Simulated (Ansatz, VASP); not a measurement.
## One calculation of W, two programs

INCAR

```
ALGO = Fast ; EDIFF = 1E-6
ENCUT = 520 ; GGA = PS
ISIF = 2 ; ISMEAR = -1
LASPH = True ; LCHARG = False
LREAL = False ; LWAVE = False
NBANDS = 13 ; NELM = 80
PREC = Accurate ; SIGMA = 0.05
```

File KPOINTS:

```
k-points
0
Gamma
  10 10 10
```

File POSCAR:

```
W
1.0
   -1.5823450000      1.5823450000      1.5665215500
    1.5823450000     -1.5823450000      1.5665215500
    1.5823450000      1.5823450000     -1.5665215500
W
1
Direct
    0.0000000000      0.0000000000      0.0000000000
```

The input input.yaml:

```yaml
crystal:
  lattice:
    - [-1.582345, 1.582345, 1.56652155]
    - [1.582345, -1.582345, 1.56652155]
    - [1.582345, 1.582345, -1.56652155]
  atoms:
    - { symbol: W, position: [0.0, 0.0, 0.0] }
hamiltonian:
  xc: pbesol
  pseudopotentials: { kind: paw }
kpoints:
  mp_grid: { grid: [10, 10, 10] }
  band_path:
    path:
      - [[0.0, 0.0, 0.0], [0.0, 0.0, 0.5], [-0.5, 0.5, 0.5], [0.0, 0.0, 0.0], [0.495025, 0.495025, -0.495025], [0.25, 0.25, 0.25], [0.0, 0.5, 0.0], [-0.495025, 0.504975, 0.495025], [-0.5, 0.5, 0.5]]
      - [[0.0, 0.0, 0.5], [0.25, 0.25, 0.25]]
    npoints: 14
scf:
  occupations: { method: fermi_dirac, width: 0.05 }
  n_extra_bands: 6
output:
  forces: true
  stress: true
  eigenvalues: true
  fatbands: false
```

Alike in both runs: functional PBEsol; k mesh 10 × 10 × 10; occupations fermi-dirac, width 0.05 eV; no spin polarisation.

```csv
,VASP,Ansatz
version,VASP 6.6.1,Ansatz 0.2.0
potentials or method,"VASP PAW PBE potentials, release 64 (W_sv)",Ansatz PAW
plane-wave cutoff (eV),520,420
valence electrons in the cell,14,14
task,single point,band structure
```

|  | VASP | Ansatz | Ansatz less VASP |
| --- | --- | --- | --- |
| gap on the k mesh at the Fermi level (eV) | none | none | - |
| pressure (GPa) | 1.0 | 0.4 | -0.66 |
| largest component of the traceless stress (GPa) | 2.36 | 2.36 | 0.000 |

A gap of «none» marks a metal or a gap that the smearing closes.

Caveats: the PAW data sets were made with another functional, which shifts forces and pressure a little (VASP); spin-orbit coupling is left out, which moves the levels of the heavy elements (Ansatz); the PAW data sets come from PBE, with cores solved anew for the run's functional, which leaves a small shift of forces and pressure (Ansatz). The runs have no spin-orbit coupling, so splittings on W are missing.
